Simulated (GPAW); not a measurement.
## GaS: single point with TB-mBJ

**What was measured.**

“Vapor-liquid-solid growth of highly-mismatched semiconductor nanowires with high-fidelity van der Waals layer stacking”, 2022, arxiv:2211.03366 quotes, for a bulk crystal of GaS at 300 K: band gap 2.53 eV (indirect).

GaS:

```
Ga S
1.0
     3.58500    0.00000    0.00000
    -1.79250    3.10470    0.00000
     0.00000    0.00000   15.50000
Ga S
4 4
Direct
  0.66667 0.33333 0.83000
  0.33333 0.66667 0.33000
  0.66667 0.33333 0.67000
  0.33333 0.66667 0.17000
  0.66667 0.33333 0.40000
  0.33333 0.66667 0.90000
  0.66667 0.33333 0.10000
  0.33333 0.66667 0.60000
```

```
Program             : GPAW 26.7.0
Task                : single point
Functional          : TB-mBJ
Potentials or basis : GPAW PAW data sets for LDA (gpaw-data 1.2.1)
Cutoff              : 600 eV
Basis               : pw
k mesh              : 6 × 6 × 2
Occupations         : fermi-dirac, width 0.05 eV
Spin                : no spin polarisation
Maxiter             : 150
```

- Band gap on the k mesh: 2.22 eV, indirect (least direct gap 2.81 eV)

Levels at points of the mesh, in eV from the valence-band top:
```
           k point  band 14  band 15  band 16  band 17  band 18  band 19  band 20  band 21  band 22  band 23
(0.00, 0.00, 0.00)    -1.62    -1.54    -1.54    -1.23     0.00     2.81     3.31     3.80     4.02     5.26
(0.00, 0.00, 0.50)    -1.56    -1.56    -1.56    -0.57    -0.57     3.10     3.10     3.89     3.89     5.31
(0.50, 0.50, 0.00)    -2.76    -2.61    -2.28    -1.93    -1.48     2.22     2.65     2.67     3.20     4.59
(0.50, 0.50, 0.50)    -2.66    -2.47    -2.47    -1.70    -1.70     2.43     2.43     2.93     2.93     4.50
```

It took 97 s on 1 thread of AMD EPYC 9R45 96-Core Processor (Zen 5), on a shared host, peak memory 0.35 GiB.

A measured gap of GaS is 2.53 eV (indirect; 300 K; quoted in “Vapor-liquid-solid growth of highly-mismatched semiconductor nanowires with high-fidelity van der Waals layer stacking”, 2022, arxiv:2211.03366); the calculated 2.22 eV misses it by -0.31 eV. 2 values of this kind are on record (2.53 to 2.59 eV); this one was drawn at random. Spin-orbit coupling on Ga is left out. The value is that of TB-mBJ on a finite k mesh, which can miss the band edges, without temperature or zero-point motion.

Caveat: a model potential gives levels but no total energy.
